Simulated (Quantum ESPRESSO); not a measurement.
# Mg (P6_3/mmc) in Quantum ESPRESSO: a series of runs

The runs below take Mg through band structure, with LDA, PBEsol, PBE, RPBE, AM05.

All numbers are computed with Quantum ESPRESSO 7.5; they aren't measurements. Logs are shortened: lines on timing, memory, paths and dates and some standing lists are left out, and cuts for length are marked.

## 1. The structure

Symmetry: P6_3/mmc, No. 194, hexagonal system. The conventional cell has a = 3.209 Å, b = 3.209 Å, c = 5.210 Å, α = 90.00°, β = 90.00°, γ = 120.00°. Mg (site symmetry -6m2) is surrounded by 12 Mg at 3.20 to 3.21 Å.

## 2. Band structure, LDA

Contents of pw.in:

```
&CONTROL
  calculation = 'scf'
  prefix = 'pwscf'
  outdir = './tmp'
  pseudo_dir = './pseudo'
  tprnfor = .true.
  tstress = .true.
  disk_io = 'low'
/
&SYSTEM
  ibrav = 0
  celldm(1) = 8
  nat = 2
  ntyp = 1
  ecutwfc = 70
  nbnd = 16
  input_dft = 'pz'
  occupations = 'smearing'
  smearing = 'fd'
  degauss = 0.00367493
/
&ELECTRONS
  conv_thr = 4d-10
  electron_maxstep = 120
  mixing_beta = 0.5
/
ATOMIC_SPECIES
Mg    24.3050 Mg_ONCV_PBE-1.2.upf
CELL_PARAMETERS alat
  0.7580872564702   0.0000000000000   0.0000000000000
 -0.3790436282351   0.6565228223966   0.0000000000000
  0.0000000000000   0.0000000000000   1.2307550033922
ATOMIC_POSITIONS crystal
Mg     0.6666666667    0.3333333333    0.7500000000
Mg     0.3333333333    0.6666666667    0.2500000000
K_POINTS automatic
10 10 5 0 0 0
```

Contents of bands.in:

```
&CONTROL
  calculation = 'bands'
  prefix = 'pwscf'
  outdir = './tmp'
  pseudo_dir = './pseudo'
  disk_io = 'low'
  verbosity = 'high'
/
&SYSTEM
  ibrav = 0
  celldm(1) = 8
  nat = 2
  ntyp = 1
  ecutwfc = 70
  nbnd = 16
  input_dft = 'pz'
  occupations = 'smearing'
  smearing = 'fd'
  degauss = 0.00367493
/
&ELECTRONS
  conv_thr = 1d-08
  electron_maxstep = 120
  mixing_beta = 0.5
  diago_full_acc = .true.
  startingwfc = 'random'
/
ATOMIC_SPECIES
Mg    24.3050 Mg_ONCV_PBE-1.2.upf
CELL_PARAMETERS alat
  0.7580872564702   0.0000000000000   0.0000000000000
 -0.3790436282351   0.6565228223966   0.0000000000000
  0.0000000000000   0.0000000000000   1.2307550033922
ATOMIC_POSITIONS crystal
Mg     0.6666666667    0.3333333333    0.7500000000
Mg     0.3333333333    0.6666666667    0.2500000000
K_POINTS crystal
60
 0.0000000000  0.0000000000  0.0000000000 1
 0.0714285714  0.0000000000  0.0000000000 1
 0.1428571429  0.0000000000  0.0000000000 1
 0.2142857143  0.0000000000  0.0000000000 1
 0.2857142857  0.0000000000  0.0000000000 1
 0.3571428571  0.0000000000  0.0000000000 1
 0.4285714286  0.0000000000  0.0000000000 1
 0.5000000000  0.0000000000  0.0000000000 1
 0.4583333333  0.0833333333  0.0000000000 1
 0.4166666667  0.1666666667  0.0000000000 1
 0.3750000000  0.2500000000  0.0000000000 1
 0.3333333333  0.3333333333  0.0000000000 1
 0.2962962963  0.2962962963  0.0000000000 1
 0.2592592593  0.2592592593  0.0000000000 1
 0.2222222222  0.2222222222  0.0000000000 1
 0.1851851852  0.1851851852  0.0000000000 1
 0.1481481481  0.1481481481  0.0000000000 1
 0.1111111111  0.1111111111  0.0000000000 1
 0.0740740741  0.0740740741  0.0000000000 1
 0.0370370370  0.0370370370  0.0000000000 1
 0.0000000000  0.0000000000  0.0000000000 1
 0.0000000000  0.0000000000  0.1250000000 1
 0.0000000000  0.0000000000  0.2500000000 1
 0.0000000000  0.0000000000  0.3750000000 1
 0.0000000000  0.0000000000  0.5000000000 1
 0.0625000000  0.0000000000  0.5000000000 1
 0.1250000000  0.0000000000  0.5000000000 1
 0.1875000000  0.0000000000  0.5000000000 1
 0.2500000000  0.0000000000  0.5000000000 1
 0.3125000000  0.0000000000  0.5000000000 1
 0.3750000000  0.0000000000  0.5000000000 1
 0.4375000000  0.0000000000  0.5000000000 1
 0.5000000000  0.0000000000  0.5000000000 1
 0.4666666667  0.0666666667  0.5000000000 1
 0.4333333333  0.1333333333  0.5000000000 1
 0.4000000000  0.2000000000  0.5000000000 1
 0.3666666667  0.2666666667  0.5000000000 1
 0.3333333333  0.3333333333  0.5000000000 1
 0.3030303030  0.3030303030  0.5000000000 1
 0.2727272727  0.2727272727  0.5000000000 1
 0.2424242424  0.2424242424  0.5000000000 1
 0.2121212121  0.2121212121  0.5000000000 1
 0.1818181818  0.1818181818  0.5000000000 1
 0.1515151515  0.1515151515  0.5000000000 1
 0.1212121212  0.1212121212  0.5000000000 1
 0.0909090909  0.0909090909  0.5000000000 1
 0.0606060606  0.0606060606  0.5000000000 1
 0.0303030303  0.0303030303  0.5000000000 1
 0.0000000000  0.0000000000  0.5000000000 1
 0.5000000000  0.0000000000  0.5000000000 1
 0.5000000000  0.0000000000  0.3750000000 1
 0.5000000000  0.0000000000  0.2500000000 1
 0.5000000000  0.0000000000  0.1250000000 1
 0.5000000000  0.0000000000  0.0000000000 1
 0.3333333333  0.3333333333  0.0000000000 1
 0.3333333333  0.3333333333  0.1000000000 1
 0.3333333333  0.3333333333  0.2000000000 1
 0.3333333333  0.3333333333  0.3000000000 1
 0.3333333333  0.3333333333  0.4000000000 1
 0.3333333333  0.3333333333  0.5000000000 1
```

Potentials or basis: SG15 PBE 1.2.

On the command line:

```bash
> OMP_NUM_THREADS=1 pw.x -in pw.in > pw.out
> OMP_NUM_THREADS=1 pw.x -in bands.in > bands.out
```

pw.out:

```text
This program is part of the open-source Quantum ESPRESSO suite
     for quantum simulation of materials; please cite
         "P. Giannozzi et al., J. Phys.:Condens. Matter 21 395502 (2009);
         "P. Giannozzi et al., J. Phys.:Condens. Matter 29 465901 (2017);
         "P. Giannozzi et al., J. Chem. Phys. 152 154105 (2020);
     in publications or presentations arising from this work. More details at

     IMPORTANT: XC functional enforced from input :
     Exchange-correlation= PZ
                           (   1   1   0   0   0   0   0)
     Any further DFT definition will be discarded
     Please, verify this is what you really want

     Message from routine setup:
     using ibrav=0 with symmetry is DISCOURAGED, use correct ibrav instead

     G-vector sticks info
     --------------------
     sticks:   dense  smooth     PW     G-vecs:    dense   smooth      PW
     Sum         703     703    211                24791    24791    3971

     Using Slab Decomposition

     bravais-lattice index     =            0
     lattice parameter (alat)  =       8.0000  a.u.
     unit-cell volume          =     313.6249 (a.u.)^3
     number of atoms/cell      =            2
     number of atomic types    =            1
     number of electrons       =        20.00
     number of Kohn-Sham states=           16
     kinetic-energy cutoff     =      70.0000  Ry
     charge density cutoff     =     280.0000  Ry
     scf convergence threshold =      4.0E-10
     mixing beta               =       0.5000
     number of iterations used =            8  plain     mixing
     Exchange-correlation= PZ
                           (   1   1   0   0   0   0   0)

     celldm(1)=   8.000000  celldm(2)=   0.000000  celldm(3)=   0.000000
     celldm(4)=   0.000000  celldm(5)=   0.000000  celldm(6)=   0.000000

     crystal axes: (cart. coord. in units of alat)
               a(1) = (   0.758087   0.000000   0.000000 )
               a(2) = (  -0.379044   0.656523   0.000000 )
               a(3) = (   0.000000   0.000000   1.230755 )

     reciprocal axes: (cart. coord. in units 2 pi/alat)
               b(1) = (  1.319109  0.761588 -0.000000 )
               b(2) = (  0.000000  1.523176  0.000000 )
               b(3) = (  0.000000 -0.000000  0.812509 )

     PseudoPot. # 1 for Mg read from file:
     Mg_ONCV_PBE-1.2.upf
     Pseudo is Norm-conserving, Zval = 10.0
     Generated using ONCVPSP code by D. R. Hamann
     Using radial grid of  602 points,  4 beta functions with:
                l(1) =   0
                l(2) =   0
                l(3) =   1
                l(4) =   1

     atomic species   valence    mass     pseudopotential
     Mg               10.00    24.30500     Mg( 1.00)

     24 Sym. Ops., with inversion, found (12 have fractional translation)

   Cartesian axes

     site n.     atom                  positions (alat units)
         1        Mg     tau(   1) = (   0.3790436   0.2188409   0.9230663  )
         2        Mg     tau(   2) = (  -0.0000000   0.4376819   0.3076888  )

     number of k points=    42  Fermi-Dirac smearing, width (Ry)=  0.0037
                       cart. coord. in units 2pi/alat
        k(    1) = (   0.0000000   0.0000000   0.0000000), wk =   0.0040000
        k(    2) = (   0.0000000   0.0000000   0.1625019), wk =   0.0080000
        k(    3) = (   0.0000000   0.0000000   0.3250038), wk =   0.0080000
        k(    4) = (   0.0000000   0.1523176   0.0000000), wk =   0.0240000
        k(    5) = (   0.0000000   0.1523176   0.1625019), wk =   0.0480000
        k(    6) = (   0.0000000   0.1523176   0.3250038), wk =   0.0480000
[... 34 lines left out ...]
        k(   41) = (   0.3957328   0.6854293   0.1625019), wk =   0.0480000
        k(   42) = (   0.3957328   0.6854293   0.3250038), wk =   0.0480000

     Dense  grid:    24791 G-vectors     FFT dimensions: (  36,  36,  54)

     Initial potential from superposition of free atoms

     starting charge      19.8692, renormalised to      20.0000
     Starting wfcs are random

     Self-consistent Calculation

     iteration #  1     ecut=    70.00 Ry     beta= 0.50
     Davidson diagonalization with overlap
     ethr =  1.00E-02,  avg # of iterations =  8.0

     Threshold (ethr) on eigenvalues was too large:
     Diagonalizing with lowered threshold

     Davidson diagonalization with overlap
     ethr =  1.51E-04,  avg # of iterations =  3.8

     total energy              =    -216.60821501 Ry
     estimated scf accuracy    <       0.02407011 Ry

     iteration #  2     ecut=    70.00 Ry     beta= 0.50
     Davidson diagonalization with overlap
     ethr =  1.20E-04,  avg # of iterations =  1.3

     total energy              =    -216.60837939 Ry
     estimated scf accuracy    <       0.00297219 Ry

     iteration #  3     ecut=    70.00 Ry     beta= 0.50
     Davidson diagonalization with overlap
     ethr =  1.49E-05,  avg # of iterations =  3.5

     total energy              =    -216.60867742 Ry
     estimated scf accuracy    <       0.00014132 Ry

     iteration #  4     ecut=    70.00 Ry     beta= 0.50
     Davidson diagonalization with overlap
     ethr =  7.07E-07,  avg # of iterations =  2.4

     total energy              =    -216.60868202 Ry
     estimated scf accuracy    <       0.00000036 Ry

     iteration #  5     ecut=    70.00 Ry     beta= 0.50
     Davidson diagonalization with overlap
     ethr =  1.82E-09,  avg # of iterations =  2.1

     total energy              =    -216.60868213 Ry
     estimated scf accuracy    <       0.00000002 Ry

     iteration #  6     ecut=    70.00 Ry     beta= 0.50
     Davidson diagonalization with overlap
     ethr =  1.09E-10,  avg # of iterations =  2.0

     total energy              =    -216.60868213 Ry
     estimated scf accuracy    <          1.7E-09 Ry

     iteration #  7     ecut=    70.00 Ry     beta= 0.50
     Davidson diagonalization with overlap
     ethr =  8.45E-12,  avg # of iterations =  1.0

     End of self-consistent calculation

          k = 0.0000 0.0000 0.0000 (  3027 PWs)   bands (ev):

   -69.7458 -69.7438 -36.4236 -36.3948 -36.3948 -36.3903 -36.3897 -36.3897
    -1.0503   4.2516   4.5335  16.7198  16.7198  16.7345  16.7345  17.6398

          k = 0.0000 0.0000 0.1625 (  3056 PWs)   bands (ev):

   -69.7461 -69.7440 -36.4204 -36.3943 -36.3943 -36.3935 -36.3902 -36.3902
    -0.8265   2.4631   6.7065  15.5836  16.8913  16.8913  16.8982  16.8982

          k = 0.0000 0.0000 0.3250 (  3056 PWs)   bands (ev):

   -69.7453 -69.7448 -36.4121 -36.4018 -36.3930 -36.3930 -36.3915 -36.3915
    -0.1586   0.9432   9.3777  12.3810  17.3093  17.3094  17.3535  17.3535

          k = 0.0000 0.1523 0.0000 (  3088 PWs)   bands (ev):

   -69.7462 -69.7440 -36.4226 -36.3970 -36.3955 -36.3921 -36.3907 -36.3902
    -0.8538   4.4291   4.7262  13.9188  15.2475  16.0867  18.4602  18.4828

          k = 0.0000 0.1523 0.1625 (  3072 PWs)   bands (ev):

   -69.7460 -69.7440 -36.4197 -36.3965 -36.3950 -36.3949 -36.3914 -36.3907
    -0.6304   2.6519   6.8860  14.0784  15.4315  15.6836  16.3215  17.6795

          k = 0.0000 0.1523 0.3250 (  3080 PWs)   bands (ev):

   -69.7455 -69.7447 -36.4120 -36.4026 -36.3949 -36.3937 -36.3930 -36.3920
     0.0360   1.1353   9.5458  12.5129  14.7351  15.5595  15.9824  16.8906
[... 26 lines left out ...]
          k = 0.0000 0.4570 0.3250 (  3099 PWs)   bands (ev):

   -69.7445 -69.7440 -36.4156 -36.4122 -36.4016 -36.3973 -36.3970 -36.3952
     1.5769   2.6569   8.9559   9.9556  11.1146  13.7518  14.0253  14.9635

          k = 0.0000 0.6093 0.0000 (  3106 PWs)   bands (ev):

   -69.7444 -69.7433 -36.4167 -36.4118 -36.4115 -36.4016 -36.3969 -36.3940
     2.0418   5.7024   7.0978   7.7180  10.7134  11.0944  12.7881  14.1503

          k = 0.0000 0.6093 0.1625 (  3115 PWs)   bands (ev):

   -69.7443 -69.7435 -36.4190 -36.4140 -36.4072 -36.4008 -36.3967 -36.3947
     2.2578   5.3367   6.1173   9.0317   9.7336  12.8337  12.9743  14.5353

          k = 0.0000 0.6093 0.3250 (  3115 PWs)   bands (ev):

   -69.7441 -69.7437 -36.4199 -36.4178 -36.4015 -36.3989 -36.3978 -36.3966
     2.9018   3.9587   6.6575   7.6788  12.1546  13.5341  14.0163  14.4703

          k = 0.0000-0.7616 0.0000 (  3118 PWs)   bands (ev):

   -69.7441 -69.7435 -36.4190 -36.4141 -36.4094 -36.4023 -36.3985 -36.3944
     3.6940   3.7696   8.5134   8.9356   9.0511   9.4592  12.6251  13.8903

          k = 0.0000-0.7616 0.1625 (  3112 PWs)   bands (ev):

   -69.7439 -69.7435 -36.4208 -36.4163 -36.4061 -36.4015 -36.3979 -36.3952
     3.9071   3.9737   7.1129   7.1462  11.1353  11.2145  12.8111  14.1768

          k = 0.0000-0.7616 0.3250 (  3106 PWs)   bands (ev):

   -69.7437 -69.7437 -36.4218 -36.4199 -36.4011 -36.3996 -36.3981 -36.3971
     4.5184   4.5596   5.7130   5.7323  13.1853  13.3704  13.5553  14.3057

          k = 0.1319 0.2285 0.0000 (  3092 PWs)   bands (ev):

   -69.7459 -69.7438 -36.4206 -36.4007 -36.3982 -36.3951 -36.3916 -36.3913
    -0.4620   4.7844   5.1071  12.4244  12.6500  16.9532  17.0864  17.4361

          k = 0.1319 0.2285 0.1625 (  3083 PWs)   bands (ev):

   -69.7457 -69.7439 -36.4183 -36.3999 -36.3991 -36.3962 -36.3924 -36.3918
    -0.2397   3.0280   7.2404  12.6011  12.8344  15.4751  15.7706  16.4654

          k = 0.1319 0.2285 0.3250 (  3090 PWs)   bands (ev):

   -69.7452 -69.7445 -36.4122 -36.4047 -36.3977 -36.3958 -36.3941 -36.3932
     0.4238   1.5184   9.8678  12.6263  13.3084  13.3180  14.5600  14.7523

          k = 0.1319 0.3808 0.0000 (  3104 PWs)   bands (ev):

   -69.7454 -69.7435 -36.4172 -36.4069 -36.4040 -36.3984 -36.3934 -36.3931
     0.3162   5.4959   5.8434   9.7193  11.4680  14.4336  14.9603  16.3642

          k = 0.1319 0.3808 0.1625 (  3104 PWs)   bands (ev):

   -69.7453 -69.7437 -36.4165 -36.4059 -36.4045 -36.3987 -36.3941 -36.3934
     0.5366   3.7742   7.9079   9.9410  11.6103  13.0418  14.6745  16.6465

          k = 0.1319 0.3808 0.3250 (  3098 PWs)   bands (ev):
[... 74 lines left out ...]
          k = 0.2638 0.7616 0.3250 (  3107 PWs)   bands (ev):

   -69.7436 -69.7435 -36.4189 -36.4175 -36.4068 -36.4042 -36.3980 -36.3964
     5.0618   5.0969   6.2407   6.2877   8.9239   9.9094  14.5584  14.6924

          k = 0.3957 0.6854 0.0000 (  3098 PWs)   bands (ev):

   -69.7434 -69.7434 -36.4145 -36.4107 -36.4079 -36.4057 -36.4032 -36.4015
     4.1037   5.8892   5.9533   9.0355   9.6824  10.6143  11.2592  11.5470

          k = 0.3957 0.6854 0.1625 (  3103 PWs)   bands (ev):

   -69.7436 -69.7433 -36.4145 -36.4140 -36.4102 -36.4047 -36.4013 -36.3989
     4.3122   6.0380   6.1529   7.6337   9.2710   9.4137  11.9222  13.5460

          k = 0.3957 0.6854 0.3250 (  3110 PWs)   bands (ev):

   -69.7435 -69.7435 -36.4167 -36.4163 -36.4095 -36.4069 -36.3975 -36.3966
     4.9264   5.8420   6.7198   6.9512   7.9702   8.0871  14.4596  16.1394

     the Fermi energy is     5.8813 ev

!    total energy              =    -216.60868213 Ry
     estimated scf accuracy    <          1.6E-10 Ry
     smearing contrib. (-TS)   =      -0.00086483 Ry
     internal energy E=F+TS    =    -216.60781729 Ry

     The total energy is F=E-TS. E is the sum of the following terms:
     one-electron contribution =    -148.77831127 Ry
     hartree contribution      =      66.25412560 Ry
     xc contribution           =     -26.96730841 Ry
     ewald contribution        =    -107.11632322 Ry

     convergence has been achieved in   7 iterations

     Forces acting on atoms (cartesian axes, Ry/au):

     atom    1 type  1   force =    -0.00000000    0.00000000    0.00000000
     atom    2 type  1   force =     0.00000000   -0.00000000    0.00000000

     Total force =     0.000000     Total SCF correction =     0.000000

     Computing stress (Cartesian axis) and pressure

          total   stress  (Ry/bohr**3)                   (kbar)     P=      -28.07
  -0.00022322   0.00000000   0.00000000          -32.84        0.00        0.00
   0.00000000  -0.00022322   0.00000000            0.00      -32.84        0.00
   0.00000000  -0.00000000  -0.00012592            0.00       -0.00      -18.52

=------------------------------------------------------------------------------=
   JOB DONE.
=------------------------------------------------------------------------------=
```

It took 61 s on 1 thread of Arm Neoverse V1, shared host; peak memory 0.08 GiB.

Results:

```
Free energy            : -2947.1113 eV
Pressure               : -2.8 GPa
Band gap on the k mesh : none (metal or under the smearing width)
```

Levels at the corners of the path, in eV from the Fermi level:
| point | band 8 | band 9 | band 10 | band 11 | band 12 | band 13 |
| --- | --- | --- | --- | --- | --- | --- |
| Γ | -42.27 | -6.93 | -1.63 | -1.35 | 10.84 | 10.84 |
| M | -42.28 | -2.19 | -2.11 | 2.63 | 3.05 | 3.17 |
| K | -42.28 | -0.64 | -0.64 | -0.57 | 4.09 | 4.09 |
| Γ | -42.27 | -6.93 | -1.63 | -1.35 | 10.84 | 10.84 |
| A | -42.27 | -5.54 | -5.54 | 4.96 | 4.96 | 11.59 |
| L | -42.28 | -1.07 | -1.07 | -0.53 | -0.53 | 7.91 |
| H | -42.28 | 0.22 | 0.22 | 0.71 | 0.71 | 1.36 |
| A | -42.27 | -5.54 | -5.54 | 4.96 | 4.96 | 11.59 |
| L | -42.28 | -1.07 | -1.07 | -0.53 | -0.53 | 7.91 |
| M | -42.28 | -2.19 | -2.11 | 2.63 | 3.05 | 3.17 |
| K | -42.28 | -0.64 | -0.64 | -0.57 | 4.09 | 4.09 |
| H | -42.28 | 0.22 | 0.22 | 0.71 | 0.71 | 1.36 |

Caveat: the potentials were made for another functional, which shifts forces and pressure.

(Continued in part 2 of 2.)
